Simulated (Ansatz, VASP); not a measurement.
**CdSe: VASP beside Ansatz**

```
CELL_PARAMETERS angstrom
0.00000 3.04131 3.04131
3.04131 0.00000 3.04131
3.04131 3.04131 0.00000
ATOMIC_POSITIONS crystal
Cd 0.00000 0.00000 0.00000
Se 0.75000 0.75000 0.75000
```

Alike in both runs: functional PBEsol; k mesh 10 × 10 × 10; occupations gaussian, width 0.02 eV; no spin polarisation.

Ansatz relaxed the structure, and its values are those at the end. VASP's run is a single point on that final structure, the one shown.

|  | VASP | Ansatz |
| --- | --- | --- |
| version | VASP 6.6.1 | Ansatz 0.2.0 |
| potentials or method | VASP PAW PBE potentials, release 64 (Cd, Se) | scalar-relativistic, plane waves, PAW |
| plane-wave cutoff (eV) | 520 | 420 |
| valence electrons in the cell | 18 | 36 |

```csv
,VASP,Ansatz,Ansatz less VASP
gap on the k mesh at the Fermi level (eV),0.48,0.48,-0.002
least direct gap on the mesh (eV),0.48,0.48,-0.002
pressure (GPa),0.3,0.0,-0.33
```

The functional is the same, so the differences come from potentials, cutoffs and numerics. The two sets of potentials don't hold the same shells in valence.

Caveats: the PAW data sets were made with another functional, which shifts forces and pressure a little (VASP).
